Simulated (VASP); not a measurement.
**TiN (Osbornite): relaxation of cell and atoms with r2SCAN**

TiN (Osbornite):

```
Ti N
1.0
     0.00000    2.12007    2.12007
     2.12007    0.00000    2.12007
     2.12007    2.12007    0.00000
Ti N
1 1
Direct
  0.00000 0.00000 0.00000
  0.50000 0.50000 0.50000
```

```yaml
Program: VASP 6.6.1
Task: relaxation of cell and atoms
Functional: r2SCAN
Potentials_or_basis: VASP PAW PBE potentials, release 64 (Ti_sv, N)
Cutoff: 600 eV
k_mesh: 16 × 16 × 16
Occupations: methfessel-paxton, width 0.1 eV
Spin: no spin polarisation
Further_INCAR_settings: ALGO = Normal; EDIFF = 1e-07; IBRION = 2; EDIFFG = -0.005; NSW = 90; ISIF = 3
```

The pressure after relaxing is 0.0 GPa and the band gap on the k mesh is none (metal or under the smearing width).

Final structure:
```
Ti N
1.0
     0.00000    2.12007    2.12007
     2.12007    0.00000    2.12007
     2.12007    2.12007    0.00000
Ti N
1 1
Direct
  0.00000 0.00000 0.00000
  0.50000 0.50000 0.50000
```

Levels at points of the mesh, in eV from the Fermi level:
| k point | band 6 | band 7 | band 8 | band 9 | band 10 | band 11 | band 12 |
| --- | --- | --- | --- | --- | --- | --- | --- |
| (0.00, 0.00, 0.00) | -2.40 | -2.40 | -2.40 | -0.63 | -0.63 | -0.63 | 0.57 |
| (0.50, 0.00, 0.00) | -8.52 | -5.93 | -5.93 | 1.72 | 1.72 | 2.42 | 5.92 |
| (0.50, 0.50, 0.00) | -6.29 | -3.63 | -3.63 | -3.11 | 1.65 | 2.43 | 2.43 |

It took 57 s on 1 thread of Intel(R) Xeon(R) 6975P-C (Granite Rapids) (shared host), peak memory 0.18 GiB.

Caveat: the relaxation stopped at its first step, so nothing moved; the PAW data sets were made with another functional, which shifts forces and pressure a little.
